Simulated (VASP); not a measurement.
Runs of VASP 6.6.1 on TiO. The structure is tetragonal, space group P4/mmm (No. 123). Conventional cell: a = 3.009 Å, b = 3.009 Å, c = 3.680 Å, α = 90.00°, β = 90.00°, γ = 90.00°. Ti (site symmetry 4/mmm) has 2 O at 1.84 Å as nearest neighbours. O (site symmetry 4/mmm) has 2 Ti at 1.84 Å as nearest neighbours. The cell was built by a generator and needn't be a form met in nature.

```csv
level,gap on the mesh (eV),pressure (GPa),relaxed volume (Å³/atom)
rev-vdW-DF2,none,0.0,16.16
AM05,none,0.0,(a)
BLYP,none,0.0,17.50
PBEsol,none,0.0,(b)
vdW-DF-cx,none,-0.1,15.87
```

Alike in all rows: task relaxation of cell and atoms; potentials or basis VASP PAW PBE potentials, release 64 (Ti_sv, O); no spin polarisation; cell relaxed; k mesh 9 × 9 × 7; cutoff (eV) 600; smearing fermi-dirac 0.05 eV.

Q: Estimate the missing entries.

A: (a) 15.97; (b) 15.85.

Caveats: the PAW data sets were made with another functional, which shifts forces and pressure a little; semilocal functionals often make such compounds metallic where correlation or magnetic order opens a gap, which also shifts bond lengths.

A k mesh can miss the band edges.

A gap of «none» marks a metal or a gap under the smearing width.

Not every run made on this cell is shown here.
